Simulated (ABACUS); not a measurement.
Write the native input for ABACUS 3.10.1 that does the following.

* Task: single point
* Functional: PBEsol
* Potentials or basis: PseudoDojo NC SR 0.4.1 PBEsol standard
* Cutoff: 1116 eV
* Density cutoff: 4463 eV
* Basis: plane waves
* k mesh: 11 × 11 × 11
* Occupations: fermi-dirac, width 0.05 eV
* Spin: no spin polarisation
* Radial cutoff of the potentials (pseudo_rcut): 7 bohr
* SCF threshold on the density: 1e-08
* Max SCF steps: 100
* Eigensolver: dav
* Mixing: broyden
* Mixing share: 0.7
* Symmetry key: 1
* Bands: 11

The system is Nb.

```
Nb
1.0
    -1.65481    1.66189    1.66310
     1.61189   -1.66978    1.62806
     1.70285    1.71781   -1.67098
Nb
1
Direct
  0.99711 0.99235 0.00528
```

The cell isn't the ideal one: cell strained at random at fixed volume.

One way to write it, as run:

INPUT

```
INPUT_PARAMETERS
suffix              Nb
calculation         scf
basis_type          pw
pseudo_dir          ./
symmetry            1
dft_functional      pbesol
ecutwfc             82
pseudo_rcut         7
nspin               1
nbands              11
ks_solver           dav
smearing_method     fd
smearing_sigma      0.00367493
scf_thr             1e-08
scf_nmax            100
mixing_type         broyden
mixing_beta         0.7
cal_force           1
cal_stress          1
out_chg             1
out_pot             2
out_elf             1
```

STRU

```
ATOMIC_SPECIES
Nb 92.9064 Nb.upf

LATTICE_CONSTANT
1.8897261246

LATTICE_VECTORS
-1.6548140000 1.6618910000 1.6630990000
1.6118880000 -1.6697760000 1.6280580000
1.7028480000 1.7178090000 -1.6709840000

ATOMIC_POSITIONS
Direct

Nb
0.0
1
-0.0028920000 -0.0076530000 0.0052760000 1 1 1
```

KPT

```
K_POINTS
0
Gamma
11 11 11 0 0 0
```

Potentials or basis: PseudoDojo NC SR 0.4.1 PBEsol standard, plane waves.

Launch:

```console
$ OMP_NUM_THREADS=1 mpirun -np 4 abacus > log
```

It gave:

```json
{"Pressure": "-7.8 GPa", "Band gap on the k mesh": "none (metal or under the smearing width)"}
```

Wall time 17 s on 4 MPI ranks on AMD EPYC 9R45 96-Core Processor (Zen 5) (shared host), peak memory 0.4 GiB a rank.
